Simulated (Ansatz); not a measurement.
Crystal: Fe.

```
Fe
1.0
     0.00000    1.94174    1.96511
     1.49844    0.00000    1.96511
     1.49844    1.94174    0.00000
Fe
1
Direct
  0.00000 0.00000 0.00000
```

Base run:

* Program: Ansatz 0.2.0
* Functional: RPBE
* Potentials or basis: Ansatz PAW
* Cutoff: 420 eV (not typed: the program's choice for these potentials)
* k mesh: 13 × 13 × 13
* Occupations: fermi-dirac, width 0.05 eV
* Spin: collinear spin, ferromagnetic start
* Starting moments: [3.0] μB

Its results: band gap on the k mesh none (metal or under the smearing width); pressure 5.1 GPa; net moment 2.20 μB per cell; site moments Fe +2.26 μB.

The run is repeated on the same cell with these changes: functional from RPBE to PBEsol. What comes out?

Band gap on the k mesh none (metal or under the smearing width); pressure -10.4 GPa; net moment 2.18 μB per cell; site moments Fe +2.21 μB.

PBEsol binds more tightly than RPBE, so the same cell stands under less pressure.

Caveats: the PAW data sets come from PBE, with cores solved anew for the run's functional, which leaves a small shift of forces and pressure.
